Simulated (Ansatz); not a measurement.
Born–Oppenheimer molecular dynamics of C$_{2}$H$_{4}$O$_{2}$ (8 atoms, charge 0, multiplicity 1). It starts from a rough guess of a transition structure, not a stationary point.

Computed with UKS CAM-B3LYP-D4/STO-3G in Ansatz 0.2.0.

```yaml
ensemble: NVE (velocity Verlet)
time_step: 0.5 fs
steps_asked: 150
starting_velocities_drawn_for: 100 K
seed: 939790
```

First frame:

```xyz
8
Properties=species:S:1:pos:R:3
H -0.480 -0.682 -1.830
O 0.315 0.287 -1.556
C -0.109 -0.179 -0.457
C 0.237 0.324 0.890
O -0.897 -1.139 -0.706
H 1.272 0.655 0.910
H -0.397 1.183 1.115
H 0.059 -0.448 1.633
```

**Question.** How far do the bonds stretch over the last three quarters of this one trajectory? (Pairs bonded in most of those frames.)

**Answer.** 
| bond | mean (Å) | spread (Å) | shortest | longest |
| --- | --- | --- | --- | --- |
| H1–O2 | 1.030 | 0.040 | 0.96 | 1.09 |
| O2–C3 | 1.453 | 0.074 | 1.30 | 1.58 |
| C3–C4 | 1.618 | 0.115 | 1.36 | 1.77 |
| C3–O5 | 1.253 | 0.048 | 1.19 | 1.34 |
| C4–H6 | 1.099 | 0.022 | 1.06 | 1.13 |
| C4–H7 | 1.099 | 0.006 | 1.09 | 1.11 |
| C4–H8 | 1.098 | 0.009 | 1.08 | 1.12 |

Mean temperature of the second half: 1028 K. The conserved energy stayed within 0.44 meV per atom of its start (net change -0.11 meV per atom), so the integration is sound. The system heated up, since it started high on the potential surface and ran downhill. A run of 0.075 ps of so small a system gives no equilibrium averages. The orbitals stay closed-shell, which can raise the energy where a bond breaks towards radicals; this wasn't checked here. Limits of this set-up: minimal basis.

Time of the run: 4.7 min on 1 thread of Arm Neoverse V1 (shared host), peak memory 0.1 GiB.
